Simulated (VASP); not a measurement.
# InP (F-43m) in VASP: a series of runs

Aim: see how the results for InP move with the level of theory and the settings. Levels: PBE, r2SCAN, LDA. Tasks: G0W0 quasiparticle levels, phonons, dielectric tensor.

All numbers are computed with VASP 6.6.1; they aren't measurements. Logs are shortened: lines on timing, memory, paths and dates and some standing lists are left out, and cuts for length are marked.

**The experiment to reproduce.**

From a printed reference work, textbook, for a bulk crystal of InP at 300 K: high-frequency dielectric constant 9.61.

The results are compared with them further down.

**1. The structure**

It takes space group F-43m (No. 216, cubic). The conventional cell has a = 5.879 Å, b = 5.879 Å, c = 5.879 Å, α = 90.00°, β = 90.00°, γ = 90.00°. In (site symmetry -43m) has 4 P at 2.55 Å as nearest neighbours. Around P (site symmetry -43m) lie 4 In at 2.55 Å.

**2. G0W0 quasiparticle levels, PBE**

The input, POSCAR:

```
InP                                     
1.0
    0.0000000000      2.9393308167      2.9393308167
    2.9393308167      0.0000000000      2.9393308167
    2.9393308167      2.9393308167      0.0000000000
  In              P             
     1     1
Direct
     0.0000000000000000    0.0000000000000000    0.0000000000000000
     0.2500000000000000    0.2500000000000000    0.2500000000000000
```

The input, INCAR.step1:

```
PREC = Accurate
ENCUT = 500
EDIFF = 1E-8
ISMEAR = 0
SIGMA = 0.01
LREAL = False
LASPH = True
NELM = 80
ALGO = Normal
LWAVE = True
LCHARG = False
GGA = PE
KPAR = 4
```

The input, INCAR.step2:

```
PREC = Accurate
ENCUT = 500
EDIFF = 1E-8
ISMEAR = 0
SIGMA = 0.01
LREAL = False
LASPH = True
NELM = 1
ALGO = Exact
LWAVE = True
LCHARG = False
GGA = PE
KPAR = 4
NBANDS = 197
LOPTICS = True
ISTART = 1
```

The input, INCAR.step3:

```
PREC = Accurate
ENCUT = 500
EDIFF = 1E-8
ISMEAR = 0
SIGMA = 0.01
LREAL = False
LASPH = True
ALGO = EVGW0
LWAVE = True
LCHARG = False
GGA = PE
KPAR = 4
NELMGW = 1
NBANDS = 197
ENCUTGW = 150
NOMEGA = 48
PRECFOCK = Fast
ISTART = 1
NBANDSGW = 17
```

The input, INCAR.step4:

```
PREC = Accurate
ENCUT = 500
EDIFF = 1E-8
ISMEAR = 0
SIGMA = 0.01
LREAL = False
LASPH = True
ALGO = BSE
LWAVE = False
LCHARG = False
GGA = PE
KPAR = 4
NBANDS = 197
ENCUTGW = 150
NBANDSO = 4
NBANDSV = 4
ANTIRES = 0
OMEGAMAX = 20
PRECFOCK = Fast
ISTART = 1
NBSEEIG = 10
```

The input, KPOINTS:

```
Automatic mesh
0
Gamma
  4 4 4
```

Potentials or basis: VASP PAW PBE potentials, release 64 (In_d_GW, P_GW).

Launch:

```console
$ cat potpaw_PBE.64/In_d_GW/POTCAR potpaw_PBE.64/P_GW/POTCAR > POTCAR
$ cp INCAR.step1 INCAR
$ mpirun -np 4 vasp_std > vasp.out
$ cp INCAR.step2 INCAR
$ mpirun -np 4 vasp_std > vasp.out
$ cp INCAR.step3 INCAR
$ mpirun -np 4 vasp_std > vasp.out
$ cp INCAR.step4 INCAR
$ mpirun -np 4 vasp_std > vasp.out
```

OUTCAR:

```text
PREC = Accurate
   ENCUT = 500
   EDIFF = 1E-8
   ISMEAR = 0
   LREAL = False
   LASPH = True
   GGA = PE
   ENCUTGW = 150
   PRECFOCK = Fast
   ISTART = 1

 ion  position               nearest neighbor table
   1  0.000  0.000  0.000-   2 2.55   2 2.55   2 2.55   2 2.55
   2  0.250  0.250  0.250-   1 2.55   1 2.55   1 2.55   1 2.55

  LATTYP: Found a face centered cubic cell.
 ALAT       =     5.8786616334

  Lattice vectors:

 A1 = (   0.0000000000,   2.9393308167,   2.9393308167)
 A2 = (   2.9393308167,   0.0000000000,   2.9393308167)
 A3 = (   2.9393308167,   2.9393308167,   0.0000000000)

Analysis of symmetry for initial positions (statically):
=====================================================================
 Subroutine PRICEL returns:
 Original cell was already a primitive cell.

 Routine SETGRP: Setting up the symmetry group for a
 face centered cubic supercell.

 Subroutine GETGRP returns: Found 24 space group operations
 (whereof 24 operations were pure point group operations)
 out of a pool of 48 trial point group operations.

The static configuration has the point symmetry T_d .

Analysis of symmetry for dynamics (positions and initial velocities):
=====================================================================
 Subroutine PRICEL returns:
 Original cell was already a primitive cell.

 Routine SETGRP: Setting up the symmetry group for a
 face centered cubic supercell.

 Subroutine GETGRP returns: Found 24 space group operations
 (whereof 24 operations were pure point group operations)
 out of a pool of 48 trial point group operations.

The dynamic configuration has the point symmetry T_d .

 Subroutine INISYM returns: Found 24 space group operations
 (whereof 24 operations are pure point group operations),
 and found     1 'primitive' translations

----------------------------------------------------------------------------------------

                                     Primitive cell

  volume of cell :      50.7897

  direct lattice vectors                    reciprocal lattice vectors
     0.000000000  2.939330817  2.939330817    -0.170106746  0.170106746  0.170106746
     2.939330817  0.000000000  2.939330817     0.170106746 -0.170106746  0.170106746
     2.939330817  2.939330817  0.000000000     0.170106746  0.170106746 -0.170106746

  length of vectors
     4.156841505  4.156841505  4.156841505     0.294633526  0.294633526  0.294633526

  position of ions in fractional coordinates (direct lattice)
     0.000000000  0.000000000  0.000000000
     0.250000000  0.250000000  0.250000000

  ion indices of the primitive-cell ions
   primitive index   ion index
                 1           1
                 2           2

----------------------------------------------------------------------------------------

 KPOINTS: Automatic mesh

Automatic generation of k-mesh.
 Grid dimensions read from file:
 generate k-points for:    4    4    4

 Generating k-lattice:

  Cartesian coordinates                     Fractional coordinates (reciprocal lattice)
    -0.042526686  0.042526686  0.042526686     0.250000000  0.000000000  0.000000000
     0.042526686 -0.042526686  0.042526686     0.000000000  0.250000000  0.000000000
     0.042526686  0.042526686 -0.042526686     0.000000000  0.000000000  0.250000000

  Length of vectors
     0.073658382  0.073658382  0.073658382

  Shift w.r.t. Gamma in fractional coordinates (k-lattice)
     0.000000000  0.000000000  0.000000000

 Subroutine IBZKPT returns following result:
 ===========================================

 Found      8 irreducible k-points:

 Following reciprocal coordinates:
            Coordinates               Weight
  0.000000  0.000000  0.000000      1.000000
  0.250000  0.000000  0.000000      8.000000
  0.500000  0.000000  0.000000      4.000000
  0.250000  0.250000  0.000000      6.000000
  0.500000  0.250000  0.000000     24.000000
 -0.250000  0.250000  0.000000     12.000000
  0.500000  0.500000  0.000000      3.000000
 -0.250000  0.500000  0.250000      6.000000
   k-points           NKPTS =      8   k-points in BZ     NKDIM =     64   number of bands    NBANDS=    197
   number of dos      NEDOS =    301   number of ions     NIONS =      2
   total plane-waves  NPLWV =  27000
   dimension x,y,z NGX =    30 NGY =   30 NGZ =   30
   dimension x,y,z NGXF=    60 NGYF=   60 NGZF=   60
   ions per type =               1   1
   NGX,Y,Z   is equivalent  to a cutoff of  12.00, 12.00, 12.00 a.u.
   NGXF,Y,Z  is equivalent  to a cutoff of  24.00, 24.00, 24.00 a.u.
 SYSTEM =  unknown system
   PREC   = accura    normal or accurate (medium, high low for compatibility)
   ISTART =      1    job   : 0-new  1-cont  2-samecut
   ICHARG =      0    charge: 1-file 2-atom 10-const
   ISPIN  =      1    spin polarized calculation?
   LNONCOLLINEAR =      F non collinear calculations
   LSORBIT =      F    spin-orbit coupling
   LASPH  =      T    aspherical Exc in radial PAW
   ENCUT  =  500.0 eV  36.75 Ry    6.06 a.u.   7.58  7.58  7.58*2*pi/ulx,y,z
   NELM   =     60;   NELMIN=  2; NELMDL=  0     # of ELM steps
   EDIFF  = 0.1E-07   stopping-criterion for ELM
   LREAL  =      F    real-space projection
   EDIFFG = 0.1E-06   stopping-criterion for IOM
   NSW    =      0    number of steps for IOM
   IBRION =     -1    ionic relax: 0-MD 1-quasi-New 2-CG
   NFREE  =      0    steps in history (QN), initial steepest desc. (CG)
   ISIF   =      0    stress and relaxation
   ISYM   =      3    0-nonsym 1-usesym 2-fastsym
   POTIM  = 0.5000    time-step for ionic-motion
   TEBEG  =    0.0;   TEEND  =   0.0 temperature during run
   PSTRESS=    0.0 pullay stress
   NELECT =      18.0000    total number of electrons
   NUPDOWN=      -1.0000    fix difference up-down
   EMIN   =  10.00;   EMAX   =-10.00  energy-range for DOS
   EFERMI =   0.00;   METHOD = LEGACY
   ISMEAR =     0;   SIGMA  =   0.01  broadening in eV -4-tet -1-fermi 0-gaus
   EFERMI_NEDOS =   21; number of points for ismear=-14 and -15
   IALGO  =     38    algorithm
   IMIX   =      4    mixing-type and parameters
     AMIX     =   0.40;   BMIX     =  1.00
     AMIX_MAG =   1.60;   BMIX_MAG =  1.00
  volume/ion in A,a.u.               =      25.39       171.37
  Fermi-wavevector in a.u.,A,eV,Ry     =   1.158530  2.189304 18.261620  1.342191
  Thomas-Fermi vector in A             =   2.295131
   LORBIT       =      0    0 simple, 1 ext, 2 COOP (PROOUT), +10 PAW based schemes
   GGA     = PE    functional components
   LHFCALC =     T    Hartree Fock is set to
   PRECFOCK=fast      Normal, Fast or Accurate (Low or Medium for compatibility)
   ENCUT4O =  -1.0   cutoff for four orbital integrals eV
   NKREDX  =     1    reduce k-point grid by
   NKREDY  =     1    reduce k-point grid by
   NKREDZ  =     1    reduce k-point grid by
   AEXX    =    1.0000 exact exchange contribution
   HFSCREEN=    0.0000 screening length (either q_TF or 0.3 A-1)
   HFSCREENC=   0.0000 screening length for correlation (either q_TF or 0.3 A-1)
   ENCUTFOCK=  -1.0 apply spherical cutoff to Coloumb kernel
   IVDW    =     0    specifies the selected vdW correction
   LEPSILON=     F    determine dielectric tensor
   LRPA    =     F    only Hartree local field effects (RPA)
   LRPAFORCE           =     F    calculate RPA forces
   ENCUTGW             = 150.0    cutoff for response function in eV
   ENCUTGWSOFT         = 120.0    soft cutoff for Coulomb kernel in GW response function in eV
   ENCUTLF             =  -1.0    cutoff for local field effects
   NELMGW              =     1    number of iterations in solving QP/BSE equation
   NELMHF              =     1    number of iterations in the inner HF iteration
   NKREDLFX            =     1    NKREDLFY  =   1   NKREDLFZ  =   1
 non-spin polarized calculation
 Gauss-broadening in eV      SIGMA  =   0.01
  energy-cutoff  :      500.00
  volume of cell :       50.79
 maximum number of plane-waves:      1308
  NGX = 18; NGY = 18; NGZ = 18
   NGX = 15   NGY = 15   NGZ = 15
 maximum number of plane-waves:       222
 NGX is ok and might be reduce to    18

 BSE (scaLAPACK) attempting allocation of   0.004 Gbyte  rank=   1024

=======================================================================
```

OUTCAR.step1:

```text
PREC = Accurate
   ENCUT = 500
   EDIFF = 1E-8
   ISMEAR = 0
   LREAL = False
[... 331 lines left out ...]
      0.00000      0.00000      0.00000        -0.000000     -0.000000     -0.000000
      1.46967      1.46967      1.46967         0.000000      0.000000      0.000000
 -----------------------------------------------------------------------------------
    total drift:                               -0.000000     -0.000000     -0.000000

  FREE ENERGIE OF THE ION-ELECTRON SYSTEM (eV)
  ---------------------------------------------------
  free  energy   TOTEN  =        -8.2887043919 eV

  energy  without entropy=       -8.2887043919  energy(sigma->0) =       -8.28870439
```

It took 2.9 min on 4 MPI ranks of Intel Xeon Platinum 8488C (Sapphire Rapids), shared host; peak memory 0.51 GiB.

What came out:

```yaml
Band_gap_on_the_k_mesh_mean-field_level: 0.65 eV, direct
Quasiparticle_gap: 1.17 eV
Least_direct_quasiparticle_gap: 1.17 eV
```

Dielectric function (mean over the directions given):
| energy (eV) | real part | imaginary part |
| --- | --- | --- |
| 0.32 | 41.06 | 1.58 |
| 0.80 | 62.26 | 12.53 |
| 1.28 | -40.15 | 38.45 |
| 1.76 | 3.58 | 4.26 |
| 2.32 | 26.05 | 6.67 |
| 2.80 | -35.92 | 63.84 |
| 3.28 | -8.60 | 4.49 |
| 3.76 | 6.28 | 3.14 |
| 4.32 | 18.65 | 49.19 |
| 4.80 | -24.85 | 15.63 |
| 5.29 | -9.87 | 2.59 |
| 5.85 | -1.18 | 11.78 |
| 6.33 | -5.88 | 7.70 |
| 6.81 | -5.09 | 1.19 |
| 7.29 | -3.07 | 2.93 |
| 7.85 | -4.62 | 2.52 |
| 8.33 | -1.47 | 2.05 |
| 8.81 | -1.43 | 1.59 |
| 9.37 | -3.12 | 2.76 |
| 9.85 | -2.08 | 0.86 |
| 10.33 | -2.78 | 1.51 |
| 10.81 | -1.90 | 0.53 |
| 11.37 | -1.41 | 0.16 |
| 11.85 | -1.20 | 0.43 |
| 12.33 | -0.79 | 0.30 |
| 12.89 | -0.81 | 0.19 |
| 13.37 | -0.56 | 0.36 |
| 13.85 | -0.50 | 0.12 |
| 14.33 | -0.34 | 0.20 |
| 14.89 | -0.35 | 0.08 |
| 15.38 | -0.22 | 0.10 |
| 15.86 | -0.04 | 0.13 |
| 16.42 | -0.11 | 0.07 |
| 16.90 | -0.10 | 0.06 |
| 17.38 | 0.04 | 0.05 |
| 17.86 | 0.08 | 0.02 |
| 18.42 | 0.16 | 0.01 |
| 18.90 | 0.21 | 0.01 |
| 19.38 | 0.25 | 0.01 |
| 19.94 | 0.30 | 0.01 |

Lowest excitation energies (eV) and strengths:
```tsv
energy	strength
1.118	126
1.118	126
1.118	126
2.727	85.7
2.727	85.7
2.727	85.7
2.774	0
2.774	0
2.774	0
2.797	0
```

Caveat: the k mesh is coarse (spacing up to 0.46 Å⁻¹), so the values aren't converged; bands, screening cutoff and mesh are small and nothing is extrapolated, so the quasiparticle values aren't converged; spectra need much finer meshes, so this one isn't converged; spin-orbit coupling is left out, which moves the levels of the heavy elements.

**3. Phonons, r2SCAN**

This run uses another cell than the first one, of 25.73 Å³/atom, 1.013 times its volume.

The input, POSCAR:

```
InP
1.0
   -0.0000000000      2.9523302139      2.9523302139
    2.9523302139     -0.0000000000      2.9523302139
    2.9523302139      2.9523302139      0.0000000000
  In              P
     1     1
Direct
     0.0000000000000000    0.0000000000000000    0.0000000000000000
     0.2500000000000000    0.2500000000000000    0.2500000000000000
```

The input, INCAR.step1:

```
ALGO = Normal
EDIFF = 1E-8
EDIFFG = -0.002
ENCUT = 600
IBRION = 2
ISIF = 3
ISMEAR = 0
LASPH = T
LCHARG = F
LMIXTAU = T
LREAL = F
LWAVE = F
METAGGA = R2SCAN
NELM = 80
NSW = 40
PREC = Accurate
SIGMA = 0.03
```

The input, INCAR.step2:

```
ALGO = Normal
EDIFF = 1E-8
ENCUT = 600
IBRION = 6
ISIF = 2
ISMEAR = 0
LASPH = T
LCHARG = F
LMIXTAU = T
LREAL = F
LWAVE = F
METAGGA = R2SCAN
NELM = 80
NFREE = 2
NSW = 1
POTIM = 0.015
PREC = Accurate
SIGMA = 0.03
```

The input, KPOINTS:

```
k-points
0
Gamma
  8 8 8
```

Potentials or basis: VASP PAW PBE potentials, release 64 (In_d, P).

Launch:

```console
$ cat potpaw_PBE.64/In_d/POTCAR potpaw_PBE.64/P/POTCAR > POTCAR
$ cp INCAR.step1 INCAR
$ mpirun -np 1 vasp_std > vasp.out
$ cp CONTCAR POSCAR
$ cp INCAR.step2 INCAR
$ mpirun -np 1 vasp_std > vasp.out
```

OUTCAR:

```text
EDIFF = 1E-8
   ENCUT = 600
   IBRION = 6
   ISIF = 2
   ISMEAR = 0
   LASPH = T
   LREAL = F
   METAGGA = R2SCAN
   NELM = 80
   NFREE = 2
   NSW = 1
   POTIM = 0.015
   PREC = Accurate

 ion  position               nearest neighbor table
   1  0.000  0.000  0.000-   2 2.56   2 2.56   2 2.56   2 2.56
   2  0.250  0.250  0.250-   1 2.56   1 2.56   1 2.56   1 2.56

  LATTYP: Found a face centered cubic cell.
 ALAT       =     5.9046604278

[... 769 lines left out ...]
  x    -0.00000    -0.00000    -0.00000     0.00000     7.58536     0.00000
  y     0.00000     0.00000     0.00000     0.00000     0.00000     7.58536
  z     0.00000     0.00000    -0.00000     7.58536     0.00000     0.00000

 INTERNAL STRAIN TENSOR FOR ION    2 for displacements in x,y,z  (eV/Angst):
          X           Y           Z          XY          YZ          ZX
  --------------------------------------------------------------------------------
  x    -0.00000     0.00000     0.00000     0.00000    -7.58708     0.00000
  y     0.00000    -0.00000     0.00000     0.00000     0.00000    -7.58708
  z     0.00000     0.00000    -0.00000    -7.58708     0.00000     0.00000

 Eigenvectors and eigenvalues of the dynamical matrix
 ----------------------------------------------------

   1 f  =    8.852730 THz    55.623344 2PiTHz  295.295293 cm-1    36.611934 meV
             X         Y         Z           dx          dy          dz
      0.000000  0.000000  0.000000     0.000000    0.460806    0.000000
      1.476165  1.476165  1.476165     0.000000   -0.887501    0.000000
[... 21 lines left out ...]
   6 f/i=    0.001172 THz     0.007365 2PiTHz    0.039101 cm-1     0.004848 meV
             X         Y         Z           dx          dy          dz
      0.000000  0.000000  0.000000     0.000000    0.000000    0.887501
      1.476165  1.476165  1.476165     0.000000    0.000000    0.460806

 ELASTIC MODULI CONTR FROM IONIC RELAXATION (kBar)
 Direction    XX          YY          ZZ          XY          YZ          ZX
 --------------------------------------------------------------------------------
 XX          -0.0000     -0.0000      0.0000      0.0000     -0.0000     -0.0000
 YY          -0.0000     -0.0000     -0.0000      0.0000      0.0000     -0.0000
 ZZ           0.0000     -0.0000     -0.0000     -0.0000      0.0000     -0.0000
 XY           0.0000      0.0000     -0.0000   -229.0812      0.0000      0.0000
 YZ          -0.0000      0.0000      0.0000      0.0000   -229.0812      0.0000
 ZX          -0.0000     -0.0000     -0.0000      0.0000      0.0000   -229.0812
 --------------------------------------------------------------------------------
```

OUTCAR.step1:

```text
EDIFF = 1E-8
   EDIFFG = -0.002
   ENCUT = 600
   IBRION = 2
   ISIF = 3
   ISMEAR = 0
   LASPH = T
   LREAL = F
   METAGGA = R2SCAN
[... 608 lines left out ...]
      0.00000      0.00000      0.00000         0.000000      0.000000      0.000000
      1.47617      1.47617      1.47617        -0.000000     -0.000000     -0.000000
 -----------------------------------------------------------------------------------
    total drift:                               -0.000003     -0.000003     -0.000003

  FREE ENERGIE OF THE ION-ELECTRON SYSTEM (eV)
  ---------------------------------------------------
  free  energy   TOTEN  =       -32.2984393178 eV

  energy  without entropy=      -32.2984393178  energy(sigma->0) =      -32.29843932

 reached required accuracy - stopping structural energy minimisation
```

OSZICAR.step1:

```text
N       E                     dE             d eps       ncg     rms          rms(c)
DAV:   1     0.923391532480E+02    0.92339E+02   -0.95188E+03   754   0.173E+03
DAV:   2    -0.273620000362E+02   -0.11970E+03   -0.11651E+03   784   0.346E+02
DAV:   3    -0.356625052806E+02   -0.83005E+01   -0.82333E+01   989   0.960E+01
[... 13 lines left out ...]
DAV:  17    -0.322984134445E+02    0.23522E-05   -0.52033E-07  1087   0.857E-03    0.724E-03
DAV:  18    -0.322984194945E+02   -0.60500E-05   -0.16439E-06   784   0.242E-02    0.574E-03
DAV:  19    -0.322984384502E+02   -0.18956E-04   -0.16280E-05   774   0.538E-02    0.996E-03
DAV:  20    -0.322984393162E+02   -0.86592E-06   -0.58632E-07   909   0.118E-02    0.705E-03
DAV:  21    -0.322984393178E+02   -0.16651E-08   -0.20319E-08   908   0.144E-03
   1 F= -.32298439E+02 E0= -.32298439E+02  d E =-.322984E+02
```

Run time: 10 min. Hardware: 1 thread of Intel Xeon 6975P-C (Granite Rapids), shared host; peak memory 0.32 GiB.

What came out:

```yaml
Highest_phonon_frequency_at_Γ_LO-TO_splitting_left_out: 295 cm⁻¹
```

Phonon frequencies in cm⁻¹ (negative: imaginary):
```
              q point        frequencies
(0.000, 0.000, 0.000)  0 0 0 295 295 295
```

Caveat: the PAW data sets were made with another functional, which shifts forces and pressure a little.

(Part 1 of 3 ends here.)
